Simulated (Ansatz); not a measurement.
**Pd (bcc type) under strong compression**

```
Pd
1.0
    -1.56965    1.56965    1.56965
     1.56965   -1.56965    1.56965
     1.56965    1.56965   -1.56965
Pd
1
Direct
  0.00000 0.00000 0.00000
```

The cell comes from a relaxation on PAW files under the same functional, begun from a prototype that needn't be the stable phase.

Its volume is scaled at fixed shape and fractional positions.

Level of theory: DFT with PBE, scalar-relativistic, in Ansatz 0.2.0; a Γ-centred 19×19×19 k mesh, Fermi–Dirac smearing of 0.08 eV, no spin polarisation. LAPW: all electrons, basis error target 1 meV/atom; PAW: frozen-core files, cutoff 420 eV; crystal datasets: all electrons, by PAW datasets that the program makes for each cell; norm-conserving: pseudopotentials, cutoff 1116 eV; PAW (core large): files with a larger core, cutoff 420 eV.

Energies are extrapolated to zero smearing and count from the unscaled cell; pressure is positive in compression; gaps take the mesh and a band path. No temperature or zero-point motion is included.

```json
{"V/V0": "1.00", "V (Å³/atom)": "15.47", "P LAPW (GPa)": "-0.11", "ΔE LAPW (eV/atom)": "0.000", "P PAW − LAPW (GPa)": "0.10", "ΔE PAW − LAPW (meV/atom)": "0.0"}
{"V/V0": "0.95", "V (Å³/atom)": "14.70", "P LAPW (GPa)": "9.51", "ΔE LAPW (eV/atom)": "0.021", "P PAW − LAPW (GPa)": "0.10", "ΔE PAW − LAPW (meV/atom)": "0.5"}
{"V/V0": "0.85", "V (Å³/atom)": "13.15", "P LAPW (GPa)": "41.1", "ΔE LAPW (eV/atom)": "0.247", "P PAW − LAPW (GPa)": "0.05", "ΔE PAW − LAPW (meV/atom)": "1.3"}
{"V/V0": "0.75", "V (Å³/atom)": "11.60", "P LAPW (GPa)": "101.7", "ΔE LAPW (eV/atom)": "0.903", "P PAW − LAPW (GPa)": "-0.12", "ΔE PAW − LAPW (meV/atom)": "1.0"}
{"V/V0": "0.65", "V (Å³/atom)": "10.05", "P LAPW (GPa)": "?", "ΔE LAPW (eV/atom)": "?", "P PAW − LAPW (GPa)": "?", "ΔE PAW − LAPW (meV/atom)": "?"}
{"V/V0": "0.55", "V (Å³/atom)": "8.51", "P LAPW (GPa)": "465.8", "ΔE LAPW (eV/atom)": "5.556", "P PAW − LAPW (GPa)": "-0.76", "ΔE PAW − LAPW (meV/atom)": "-7.8"}
{"V/V0": "0.45", "V (Å³/atom)": "6.96", "P LAPW (GPa)": "1010", "ΔE LAPW (eV/atom)": "12.314", "P PAW − LAPW (GPa)": "-0.09", "ΔE PAW − LAPW (meV/atom)": "-14.0"}
{"V/V0": "0.40", "V (Å³/atom)": "6.19", "P LAPW (GPa)": "1529", "ΔE LAPW (eV/atom)": "18.342", "P PAW − LAPW (GPa)": "1.83", "ΔE PAW − LAPW (meV/atom)": "-10.4"}
```

Fit the Vinet equation to the LAPW pressures shown (residuals weighted by 1/(|P| + 0.03·Pmax)), and predict the pressure of the withheld row.

The fit gives V0 = 15.47 Å³/atom, B0 = 159 GPa and B0′ = 5.78. At 10.05 Å³/atom, x = (V/V0)^(1/3) = 0.8662, and P = 3·B0·(1 − x)/x²·exp[1.5·(B0′ − 1)·(1 − x)] = 221.5 GPa. The run itself gave 220.6 GPa (+0.4 % off) and ΔE = 2.391 eV/atom.

From the table, what is the rise of the enthalpy H = E + pV up to the last row, and how stiff is the crystal between the last two rows?

ΔH = 18.342 eV + (1529 GPa × 6.19 Å³ + 0.11 GPa × 15.47 Å³) × 0.006242 eV/(GPa·Å³) = 77.39 eV/atom, of which pV makes 76 %. The mean bulk modulus there is −ΔP/Δln V = 4400 GPa.

At the smallest volume, how far do crystal datasets and norm-conserving and PAW (core large) lie from LAPW in pressure?

crystal datasets: 0.00 GPa; norm-conserving: -1.23 GPa; PAW (core large): +1.83 GPa, on a LAPW pressure of 1529 GPa.

How do the Löwdin populations by LAPW change from the unscaled cell to the last row?

Pd 4d 9.39 → 9.49 electrons an atom. These are projections on the shells that the free atoms fill; 0.61 e a cell lies outside them at the start and 0.51 e at the end.
